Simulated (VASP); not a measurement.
# Te2Mo in VASP: a series of runs, part 2 of 2

VASP 6.6.1.

### Step 3. Relaxation of cell and atoms, PBE+D3(BJ)

This run uses another cell than the first one, of 77.20 Å³/atom, 0.986 times its volume.

Contents of INCAR:

```
SYSTEM = Te2Mo
PREC = Accurate
ENCUT = 600
EDIFF = 1E-6
ISMEAR = 0
SIGMA = 0.03
LREAL = .False.
LASPH = .True.
NELM = 80
ALGO = Normal
ISIF = 3
LWAVE = .False.
LCHARG = .False.
GGA = PE
IVDW = 12
IBRION = 2
NSW = 90
EDIFFG = -0.01
LATTICE_CONSTRAINTS = .TRUE. .TRUE. .FALSE.
KPAR = 8
```

Contents of KPOINTS:

```
regular mesh
0
Gamma
  12 12 1
  0 0 0
```

Contents of POSCAR:

```
Te2Mo
1.0
    3.5182000000      0.0000000000      0.0000000000
   -1.7591000000      3.0468505800      0.0000000000
    0.0000000000      0.0000000000     21.6051888000
Te Mo
2 1
Direct
    0.3333333300      0.6666666700      0.4165666000
    0.3333333300      0.6666666700      0.5834334000
    0.6666666700      0.3333333300      0.5000000000
```

Potentials or basis: VASP PAW PBE potentials, release 64 (Te, Mo_sv).

Started as:

```console
$ cat potpaw_PBE.64/Te/POTCAR potpaw_PBE.64/Mo_sv/POTCAR > POTCAR
$ mpirun -np 8 vasp_std > vasp.out
```

Wall time 82 s (8 MPI ranks of Intel Xeon Platinum 8559C (Emerald Rapids), shared host); peak memory 0.48 GiB.

The run converged. Its results:

- Free energy: -19.2120 eV
- Relaxed volume: 76.51 Å³/atom
- Relaxed cell: a = 3.503 Å, b = 3.503 Å, c = 21.605 Å, α = 90.00°, β = 90.00°, γ = 120.00°
- Space group after relaxing (to 0.05 Å): P-6m2 (No. 187)
- Energy gained by relaxing: 0.9 meV/atom
- Ionic steps: 6
- Band gap on the k mesh: 1.19 eV, direct
- Dispersion energy per atom: -0.401 eV

The path:
| step | energy change (eV) | largest force (eV/Å) | pressure (GPa) | volume (Å³) |
| --- | --- | --- | --- | --- |
| 1 | 0.0000 | 0.1367 | 0.04 | 231.60 |
| 2 | -0.0019 | 0.0857 | 0.05 | 230.56 |
| 3 | -0.0027 | 0.0287 | 0.05 | 229.40 |
| 4 | -0.0027 | 0.0236 | 0.05 | 229.30 |
| 5 | -0.0027 | 0.0260 | -0.07 | 229.83 |
| 6 | -0.0028 | 0.0015 | -0.01 | 229.54 |

Final structure:
```yaml
crystal:
  lattice:
    - [3.50253, 0.00000, 0.00000]
    - [-1.75126, 3.03328, 0.00000]
    - [0.00000, 0.00000, 21.60519]
  atoms:
    - { symbol: Te, position: [0.33333, 0.66667, 0.41584] }
    - { symbol: Te, position: [0.33333, 0.66667, 0.58416] }
    - { symbol: Mo, position: [0.66667, 0.33333, 0.50000] }
```

Levels at points of the mesh, in eV from the valence-band top:
```
           k point  band 11  band 12  band 13  band 14  band 15  band 16
(0.00, 0.00, 0.00)    -0.82    -0.82    -0.58     3.21     3.21     3.49
(0.50, 0.00, 0.00)    -1.72    -0.78    -0.21     1.50     1.80     3.31
```

Caveat: spin-orbit coupling is left out, which moves the levels of the heavy elements.

### Step 4. Relaxation of cell and atoms, PBE+D3(BJ)

This run uses another cell than the first one, of 76.51 Å³/atom, 0.977 times its volume.

Edit INCAR of step 3 so:

```diff
@@ -3,3 +3,3 @@
 ENCUT = 600
-EDIFF = 1E-6
+EDIFF = 1E-7
 ISMEAR = 0
@@ -17,3 +17,3 @@
 NSW = 90
-EDIFFG = -0.01
+EDIFFG = -0.005
 LATTICE_CONSTRAINTS = .TRUE. .TRUE. .FALSE.
```

KPOINTS is that of step 3.

Contents of POSCAR:

```
Te2Mo                                   
1.0
    3.5025290828     -0.0000000000      0.0000000000
   -1.7512645414      3.0332791676      0.0000000000
    0.0000000000      0.0000000000     21.6051888000
  Te              Mo            
     2     1
Direct
     0.3333333300000021    0.6666666699999979    0.4158430858469291
     0.3333333300000021    0.6666666699999979    0.5841569141530709
     0.6666666699999979    0.3333333300000021    0.5000000000000000
```

Potentials or basis: VASP PAW PBE potentials, release 64 (Te, Mo_sv).

Started as:

```console
$ cat potpaw_PBE.64/Te/POTCAR potpaw_PBE.64/Mo_sv/POTCAR > POTCAR
$ mpirun -np 8 vasp_std > vasp.out
```

OUTCAR:

```text
SYSTEM = Te2Mo
   PREC = Accurate
   ENCUT = 600
   EDIFF = 1E-7
   ISMEAR = 0
   LREAL = .False.
   LASPH = .True.
   NELM = 80
   ISIF = 3
   GGA = PE
   IVDW = 12
   IBRION = 2
   NSW = 90
   EDIFFG = -0.005
 IVDW          = 12

 ion  position               nearest neighbor table
   1  0.333  0.667  0.416-   3 2.72   3 2.72   3 2.72   2 3.64
   2  0.333  0.667  0.584-   3 2.72   3 2.72   3 2.72   1 3.64
[... 573 lines left out ...]

 Edisp (eV)   -1.20387

 E8    (eV) :    -0.5854

  FORCE on cell =-STRESS in cart. coord.  units (eV):
  Direction    XX          YY          ZZ          XY          YZ          ZX
  --------------------------------------------------------------------------------------
  -------------------------------------------------------------------------------------
  Total       0.00074     0.00074    -0.01989     0.00000     0.00000     0.00000
  in kB       0.00517     0.00517    -0.13883     0.00000     0.00000     0.00000
  external pressure =       -0.04 kB  Pullay stress =        0.00 kB

 VOLUME and BASIS-vectors are now :
 -----------------------------------------------------------------------------
  energy-cutoff  :      600.00
  volume of cell :      229.54
      direct lattice vectors                 reciprocal lattice vectors
     3.502529083  0.000000000  0.000000000     0.285507979  0.164838108  0.000000000
    -1.751264541  3.033279168  0.000000000     0.000000000  0.329676217  0.000000000
     0.000000000  0.000000000 21.605188800     0.000000000  0.000000000  0.046285178

 POSITION                                       TOTAL-FORCE (eV/Angst)
 -----------------------------------------------------------------------------------
     -0.00000      2.02219      8.98437         0.000000     -0.000000     -0.001735
     -0.00000      2.02219     12.62082        -0.000000     -0.000000      0.001735
      1.75126      1.01109     10.80259         0.000000      0.000000      0.000000
 -----------------------------------------------------------------------------------
    total drift:                               -0.000025      0.000015      0.000000

  FREE ENERGIE OF THE ION-ELECTRON SYSTEM (eV)
  ---------------------------------------------------
  free  energy   TOTEN  =       -19.2118546681 eV

  energy  without entropy=      -19.2118546681  energy(sigma->0) =      -19.21185467

 reached required accuracy - stopping structural energy minimisation
```

CONTCAR:

```text
Te2Mo
   1.00000000000000
     3.5025290828000002    0.0000000000000000    0.0000000000000000
    -1.7512645414000001    3.0332791675999999    0.0000000000000000
     0.0000000000000000    0.0000000000000000   21.6051888000000005
  Te              Mo
     2     1
Direct
     0.3333333300000021    0.6666666699999979    0.4158430858469302
     0.3333333300000021    0.6666666699999979    0.5841569141530698
     0.6666666699999979    0.3333333300000021    0.5000000000000000

  0.00000000E+00  0.00000000E+00  0.00000000E+00
  0.00000000E+00  0.00000000E+00  0.00000000E+00
  0.00000000E+00  0.00000000E+00  0.00000000E+00
```

Run time: 32 s. Hardware: 8 MPI ranks of Intel Xeon Platinum 8559C (Emerald Rapids), shared host; peak memory 0.46 GiB.

What came out:

```yaml
Free_energy: -19.2119 eV
Band_gap_on_the_k_mesh: 1.19 eV, direct
Dispersion_energy_per_atom: -0.401 eV
```

Final structure:
```yaml
crystal:
  lattice:
    - [3.50253, 0.00000, 0.00000]
    - [-1.75126, 3.03328, 0.00000]
    - [0.00000, 0.00000, 21.60519]
  atoms:
    - { symbol: Te, position: [0.33333, 0.66667, 0.41584] }
    - { symbol: Te, position: [0.33333, 0.66667, 0.58416] }
    - { symbol: Mo, position: [0.66667, 0.33333, 0.50000] }
```

Caveat: the relaxation stopped at its first step, so nothing moved; spin-orbit coupling is left out, which moves the levels of the heavy elements. As with any semilocal functional, this PBE gap is likely too small.
